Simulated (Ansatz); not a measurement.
# Correcting a cheap level on N-containing molecules

The atomisation enthalpy at 298 K in kJ/mol of 6 N-containing molecules: x at B2PLYP/def2-TZVPP, y from tabulated heats of molecules and atoms (Active Thermochemical Tables, CRC Handbook of Chemistry and Physics, NIST-JANAF tables). Shapes, held fixed at every level: PBE0-D4/def2-TZVP. Flexible molecules stand in one conformer, not always the lowest. Computed values hold a harmonic thermal term (PBE0-D4/def2-TZVP) and the atoms' spin-orbit lowering. Programs: Ansatz 0.2.0.

| molecule | x (kJ/mol) | y (kJ/mol) |
| --- | --- | --- |
| NOF (nitrosyl fluoride) | 883 | 867 |
| H3NO (hydroxylamine) | 1400 | 1419 |
| CH3N (methanimine) | 1744 | 1755 |
| C2N2 (bisisocyanide) | 1768 | ? |
| C2H3N (isocyanomethane) | 2371 | 2397 |
| C3H2N2 (malononitrile) | 3264 | 3266 |

**Question.** Fit y = c + s·x to the known rows and predict y for C2N2.

**Answer.** 
1. Means of the 5 rows: x = 1932.40, y = 1940.8.
2. Σ(Δx)² = 3385713, Σ(Δx·Δy) = 3404382, so the slope is 3404382/3385713 = 1.0055.
3. Intercept: 1940.8 − (1.0055) × 1932.40 = -2.2. The largest residual of the fit is 19.
4. C2N2: -2.2 + 1.0055 × 1768 = 1776 kJ/mol.

The tabulated heats give 1766 kJ/mol, so the prediction is off by +10 kJ/mol, within the largest residual. Uncorrected, B2PLYP/def2-TZVPP misses C2N2 by +2 kJ/mol, and the other rows by 15 on average. With references in doubt, neither the misses nor the line can be laid on the level alone. Left out in turn, the other rows are missed by 27 kJ/mol on average, worse than no correction. The tabulated values of NOF, C2H3N are in doubt (older tables, estimates, or at odds with other calculations) and kept here.
